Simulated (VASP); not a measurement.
# TiN (Fm-3m) in VASP: band structure with PBEsol

Aim: the band structure of TiN with PBEsol.

All numbers are computed with VASP 6.6.1; they aren't measurements. Logs are shortened: lines on timing, memory, paths and dates and some standing lists are left out, and cuts for length are marked.

### 1 The crystal as given

Symmetry: Fm-3m, No. 225, cubic system. Conventional cell: a = 4.206 Å, b = 4.206 Å, c = 4.206 Å, α = 90.00°, β = 90.00°, γ = 90.00°. Around Ti (site symmetry m-3m) lie 6 N at 2.10 Å. Around N (site symmetry m-3m) lie 6 Ti at 2.10 Å.

### 2 Band structure, PBEsol

Contents of INCAR:

```
SYSTEM = TiN
  PREC = Accurate
  ENCUT = 520
  EDIFF = 1E-7
  ISMEAR = 0
  SIGMA = 0.02
  LREAL = .False.
  LASPH = .True.
  NELM = 100
  ALGO = Normal
  ISIF = 2
  LWAVE = .False.
  LCHARG = .False.
  LMAXMIX = 4
  GGA = PS
```

Contents of KPOINTS:

```
Automatic mesh
0
Gamma
  12 12 12
  0 0 0
```

Contents of POSCAR:

```
TiN                                     
1.0
    0.0000000000      2.1031001969      2.1031001969
    2.1031001969      0.0000000000      2.1031001969
    2.1031001969      2.1031001969      0.0000000000
  Ti              N             
     1     1
Direct
     0.0000000000000000    0.0000000000000000    0.0000000000000000
     0.5000000000000000    0.5000000000000000    0.5000000000000000
```

Contents of KPOINTS_OPT:

```
path GXWKGLUWLK,UX
15
line-mode
reciprocal
 0.0000000000  0.0000000000  0.0000000000  G
 0.5000000000  0.0000000000  0.5000000000  X

 0.5000000000  0.0000000000  0.5000000000  X
 0.5000000000  0.2500000000  0.7500000000  W

 0.5000000000  0.2500000000  0.7500000000  W
 0.3750000000  0.3750000000  0.7500000000  K

 0.3750000000  0.3750000000  0.7500000000  K
 0.0000000000  0.0000000000  0.0000000000  G

 0.0000000000  0.0000000000  0.0000000000  G
 0.5000000000  0.5000000000  0.5000000000  L

 0.5000000000  0.5000000000  0.5000000000  L
 0.6250000000  0.2500000000  0.6250000000  U

 0.6250000000  0.2500000000  0.6250000000  U
 0.5000000000  0.2500000000  0.7500000000  W

 0.5000000000  0.2500000000  0.7500000000  W
 0.5000000000  0.5000000000  0.5000000000  L

 0.5000000000  0.5000000000  0.5000000000  L
 0.3750000000  0.3750000000  0.7500000000  K

 0.6250000000  0.2500000000  0.6250000000  U
 0.5000000000  0.0000000000  0.5000000000  X
```

Potentials or basis: VASP PAW PBE potentials, release 64 (Ti_sv, N).

Run with:

```sh
$ cat potpaw_PBE.64/Ti_sv/POTCAR potpaw_PBE.64/N/POTCAR > POTCAR
$ mpirun -np 1 vasp_std > vasp.out
```

OUTCAR:

```text
SYSTEM = TiN
   PREC = Accurate
   ENCUT = 520
   EDIFF = 1E-7
   ISMEAR = 0
   LREAL = .False.
   LASPH = .True.
   NELM = 100
   ISIF = 2
   GGA = PS

 ion  position               nearest neighbor table
   1  0.000  0.000  0.000-   2 2.10   2 2.10   2 2.10   2 2.10   2 2.10   2 2.10
   2  0.500  0.500  0.500-   1 2.10   1 2.10   1 2.10   1 2.10   1 2.10   1 2.10

  LATTYP: Found a face centered cubic cell.
 ALAT       =     4.2062003938

  Lattice vectors:

 A1 = (   0.0000000000,   2.1031001969,   2.1031001969)
 A2 = (   2.1031001969,   0.0000000000,   2.1031001969)
 A3 = (   2.1031001969,   2.1031001969,   0.0000000000)

Analysis of symmetry for initial positions (statically):
=====================================================================
 Subroutine PRICEL returns:
 Original cell was already a primitive cell.

 Routine SETGRP: Setting up the symmetry group for a
 face centered cubic supercell.

 Subroutine GETGRP returns: Found 48 space group operations
 (whereof 48 operations were pure point group operations)
 out of a pool of 48 trial point group operations.

The static configuration has the point symmetry O_h .

Analysis of symmetry for dynamics (positions and initial velocities):
=====================================================================
 Subroutine PRICEL returns:
 Original cell was already a primitive cell.

 Routine SETGRP: Setting up the symmetry group for a
 face centered cubic supercell.

 Subroutine GETGRP returns: Found 48 space group operations
 (whereof 48 operations were pure point group operations)
 out of a pool of 48 trial point group operations.

The dynamic configuration has the point symmetry O_h .

 Subroutine INISYM returns: Found 48 space group operations
 (whereof 48 operations are pure point group operations),
 and found     1 'primitive' translations

----------------------------------------------------------------------------------------

                                     Primitive cell

  volume of cell :      18.6042

  direct lattice vectors                    reciprocal lattice vectors
     0.000000000  2.103100197  2.103100197    -0.237744260  0.237744260  0.237744260
     2.103100197  0.000000000  2.103100197     0.237744260 -0.237744260  0.237744260
     2.103100197  2.103100197  0.000000000     0.237744260  0.237744260 -0.237744260

  length of vectors
     2.974232821  2.974232821  2.974232821     0.411785138  0.411785138  0.411785138

  position of ions in fractional coordinates (direct lattice)
     0.000000000  0.000000000  0.000000000
     0.500000000  0.500000000  0.500000000

  ion indices of the primitive-cell ions
   primitive index   ion index
                 1           1
                 2           2

----------------------------------------------------------------------------------------

 KPOINTS: Automatic mesh

Automatic generation of k-mesh.
 Grid dimensions read from file:
 generate k-points for:   12   12   12

 Generating k-lattice:

  Cartesian coordinates                     Fractional coordinates (reciprocal lattice)
    -0.019812022  0.019812022  0.019812022     0.083333333  0.000000000  0.000000000
     0.019812022 -0.019812022  0.019812022     0.000000000  0.083333333  0.000000000
     0.019812022  0.019812022 -0.019812022     0.000000000  0.000000000  0.083333333

  Length of vectors
     0.034315428  0.034315428  0.034315428

  Shift w.r.t. Gamma in fractional coordinates (k-lattice)
     0.000000000  0.000000000  0.000000000

 Subroutine IBZKPT returns following result:
 ===========================================

 Found     72 irreducible k-points:

 Following reciprocal coordinates:
            Coordinates               Weight
  0.000000  0.000000  0.000000      1.000000
  0.083333  0.000000  0.000000      8.000000
  0.166667  0.000000  0.000000      8.000000
  0.250000  0.000000  0.000000      8.000000
  0.333333  0.000000  0.000000      8.000000
  0.416667  0.000000  0.000000      8.000000
[... 16 lines left out ...]
  0.500000  0.166667  0.000000     24.000000
 -0.416667  0.166667  0.000000     24.000000
 [... further k-points ...]
   k-points           NKPTS =     72   k-points in BZ     NKDIM =     72   number of bands    NBANDS=     12
   number of dos      NEDOS =    301   number of ions     NIONS =      2
   total plane-waves  NPLWV =  13824
   dimension x,y,z NGX =    24 NGY =   24 NGZ =   24
   dimension x,y,z NGXF=    48 NGYF=   48 NGZF=   48
   ions per type =               1   1
   NGX,Y,Z   is equivalent  to a cutoff of  13.41, 13.41, 13.41 a.u.
   NGXF,Y,Z  is equivalent  to a cutoff of  26.83, 26.83, 26.83 a.u.
 SYSTEM =  TiN
   PREC   = accura    normal or accurate (medium, high low for compatibility)
   ISTART =      0    job   : 0-new  1-cont  2-samecut
   ICHARG =      2    charge: 1-file 2-atom 10-const
   ISPIN  =      1    spin polarized calculation?
   LNONCOLLINEAR =      F non collinear calculations
   LSORBIT =      F    spin-orbit coupling
   LASPH  =      T    aspherical Exc in radial PAW
   ENCUT  =  520.0 eV  38.22 Ry    6.18 a.u.   5.53  5.53  5.53*2*pi/ulx,y,z
   NELM   =    100;   NELMIN=  2; NELMDL= -5     # of ELM steps
   EDIFF  = 0.1E-06   stopping-criterion for ELM
   LREAL  =      F    real-space projection
   EDIFFG = 0.1E-05   stopping-criterion for IOM
   NSW    =      0    number of steps for IOM
   IBRION =     -1    ionic relax: 0-MD 1-quasi-New 2-CG
   NFREE  =      0    steps in history (QN), initial steepest desc. (CG)
   ISIF   =      2    stress and relaxation
   ISYM   =      2    0-nonsym 1-usesym 2-fastsym
   POTIM  = 0.5000    time-step for ionic-motion
   TEBEG  =    0.0;   TEEND  =   0.0 temperature during run
   PSTRESS=    0.0 pullay stress
   NELECT =      17.0000    total number of electrons
   NUPDOWN=      -1.0000    fix difference up-down
   EMIN   =  10.00;   EMAX   =-10.00  energy-range for DOS
   EFERMI =   0.00;   METHOD = LEGACY
   ISMEAR =     0;   SIGMA  =   0.02  broadening in eV -4-tet -1-fermi 0-gaus
   EFERMI_NEDOS =   21; number of points for ismear=-14 and -15
   IALGO  =     38    algorithm
   IMIX   =      4    mixing-type and parameters
     AMIX     =   0.40;   BMIX     =  1.00
     AMIX_MAG =   1.60;   BMIX_MAG =  1.00
  volume/ion in A,a.u.               =       9.30        62.77
  Fermi-wavevector in a.u.,A,eV,Ry     =   1.588624  3.002064 34.337389  2.523727
  Thomas-Fermi vector in A             =   2.687599
   LORBIT       =      0    0 simple, 1 ext, 2 COOP (PROOUT), +10 PAW based schemes
   GGA     = PS    functional components
   LHFCALC =     F    Hartree Fock is set to
   AEXX    =    0.0000 exact exchange contribution
   IVDW    =     0    specifies the selected vdW correction
   LEPSILON=     F    determine dielectric tensor
   LRPA    =     F    only Hartree local field effects (RPA)
 non-spin polarized calculation
 Gauss-broadening in eV      SIGMA  =   0.02
  energy-cutoff  :      520.00
  volume of cell :       18.60
 maximum number of plane-waves:       531
 NGX is ok and might be reduce to    24
   NGX = 11   NGY = 11   NGZ = 11

 number of electron      16.9999999 magnetization

 Free energy of the ion-electron system (eV)
  ---------------------------------------------------
  ext. energy  EPLUGINS =         0.00000000
  ---------------------------------------------------
  free energy    TOTEN  =       -20.78145291 eV

  energy without entropy =      -20.78104692  energy(sigma->0) =      -20.78124991

 E-fermi :  11.5920     XC(G=0): -13.3631

 val. band max:       11.5874450535   @ k =   0.5000   0.2500   0.0833
 cond. band min:      11.5963205395   @ k =   0.1667   0.0000   0.0000
 fundamental gap:      0.0088754860
 Fermi energy:        11.5920275318

 k-point     1 :       0.0000    0.0000    0.0000
  band No.  band energies     occupation
      1     -45.9232      2.00000
      2     -21.9831      2.00000
      3     -21.9831      2.00000
      4     -21.9831      2.00000
      5      -5.5406      2.00000
      6       9.6045      2.00000
      7       9.6045      2.00000
      8       9.6045      2.00000
      9      10.9982      2.00000
     10      10.9982      2.00000
     11      10.9982      2.00000
     12      12.2456      0.00000

 k-point     2 :       0.0833    0.0000    0.0000
  band No.  band energies     occupation
      1     -45.9158      2.00000
      2     -22.0342      2.00000
      3     -21.9873      2.00000
      4     -21.9873      2.00000
      5      -5.3978      2.00000
      6       8.8478      2.00000
      7       9.0367      2.00000
      8       9.0367      2.00000
      9      11.1954      2.00000
     10      11.1954      2.00000
     11      11.3753      2.00000
     12      12.8530      0.00000

 k-point     3 :       0.1667    0.0000    0.0000
  band No.  band energies     occupation
      1     -45.8956      2.00000
      2     -22.1715      2.00000
      3     -21.9986      2.00000
      4     -21.9986      2.00000
      5      -4.9943      2.00000
      6       7.4637      2.00000
      7       8.0874      2.00000
      8       8.0874      2.00000
      9      11.5963      0.76146
     10      11.5963      0.76146
     11      11.8688      0.00000
     12      14.0731      0.00000
[... 286 lines left out ...]
 k-point    23 :       0.5000    0.1667    0.0000
  band No.  band energies     occupation
      1     -45.8029      2.00000
      2     -22.6190      2.00000
      3     -22.1465      2.00000
      4     -22.0869      2.00000
      5      -3.2481      2.00000
      6       4.1322      2.00000
      7       6.0614      2.00000
      8       6.4863      2.00000
      9      12.2812      0.00000
     10      13.5838      0.00000
     11      14.0378      0.00000
     12      16.5719      0.00000

 k-point    24 :      -0.4167    0.1667    0.0000
  band No.  band energies     occupation
      1     -45.8010      2.00000
      2     -22.6271      2.00000
      3     -22.1703      2.00000
      4     -22.0697      2.00000
      5      -3.1532      2.00000
      6       3.9935      2.00000
      7       6.0990      2.00000
      8       6.2492      2.00000
      9      12.9721      0.00000
     10      13.3140      0.00000
     11      13.8554      0.00000
     12      16.3236      0.00000

 [... further k-points ...]

------------------------ aborting loop because EDIFF is reached ----------------------------------------

  FORCE on cell =-STRESS in cart. coord.  units (eV):
  Direction    XX          YY          ZZ          XY          YZ          ZX
  --------------------------------------------------------------------------------------
  -------------------------------------------------------------------------------------
  Total       -0.0007959     -0.0007959     -0.0007959     -0.0000000      0.0000000      0.0000000
  in kB       -0.0685407     -0.0685407     -0.0685407     -0.0000000      0.0000000      0.0000000
  external PRESSURE =      -0.0685407 kB  Pullay stress =       0.0000000 kB

 VOLUME and BASIS-vectors are now :
 -----------------------------------------------------------------------------
  energy-cutoff  :      520.00
  volume of cell :       18.60
      direct lattice vectors                 reciprocal lattice vectors
     0.000000000  2.103100197  2.103100197    -0.237744260  0.237744260  0.237744260
     2.103100197  0.000000000  2.103100197     0.237744260 -0.237744260  0.237744260
     2.103100197  2.103100197  0.000000000     0.237744260  0.237744260 -0.237744260

 POSITION                                       TOTAL-FORCE (eV/Angst)
 -----------------------------------------------------------------------------------
      0.00000      0.00000      0.00000         0.000000      0.000000      0.000000
      2.10310      2.10310      2.10310        -0.000000     -0.000000     -0.000000
 -----------------------------------------------------------------------------------
    total drift:                                0.000000     -0.000000     -0.000000

  FREE ENERGIE OF THE ION-ELECTRON SYSTEM (eV)
  ---------------------------------------------------
  free  energy   TOTEN  =       -20.7814529091 eV

  energy  without entropy=      -20.7810469203  energy(sigma->0) =      -20.78124991
```

Run time: 25 s. Hardware: 1 thread of Intel Xeon Platinum 8259CL at 2.50GHz (Skylake/Cascade Lake), shared host; peak memory 0.16 GiB.

What came out:

```yaml
Free_energy: -20.7815 eV
Pressure: 0.0 GPa
Band_gap_along_the_path: none (metal or under the smearing width)
```

Levels at the corners of the path, in eV from the Fermi level:
```
point  band 6  band 7  band 8  band 9  band 10  band 11
    Γ   -1.99   -1.99   -1.99   -0.59    -0.59    -0.59
    X   -5.84   -3.19   -3.19   -3.16     1.77     2.57
    X   -5.84   -3.19   -3.19   -3.16     1.77     2.57
    W   -5.51   -5.51   -5.42    1.02     1.02     2.58
    W   -5.51   -5.51   -5.42    1.02     1.02     2.58
    K   -5.88   -5.74   -4.49   -0.43     2.14     2.49
    K   -5.88   -5.74   -4.49   -0.43     2.14     2.49
    Γ   -1.99   -1.99   -1.99   -0.59    -0.59    -0.59
    Γ   -1.99   -1.99   -1.99   -0.59    -0.59    -0.59
    L   -8.21   -5.56   -5.56    1.83     1.83     2.54
    L   -8.21   -5.56   -5.56    1.83     1.83     2.54
    U   -5.88   -5.74   -4.49   -0.43     2.14     2.49
    U   -5.88   -5.74   -4.49   -0.43     2.14     2.49
    W   -5.51   -5.51   -5.42    1.02     1.02     2.58
    W   -5.51   -5.51   -5.42    1.02     1.02     2.58
    L   -8.21   -5.56   -5.56    1.83     1.83     2.54
    L   -8.21   -5.56   -5.56    1.83     1.83     2.54
    K   -5.88   -5.74   -4.49   -0.43     2.14     2.49
    U   -5.88   -5.74   -4.49   -0.43     2.14     2.49
    X   -5.84   -3.19   -3.19   -3.16     1.77     2.57
```

Caveat: the PAW data sets were made with another functional, which shifts forces and pressure a little.
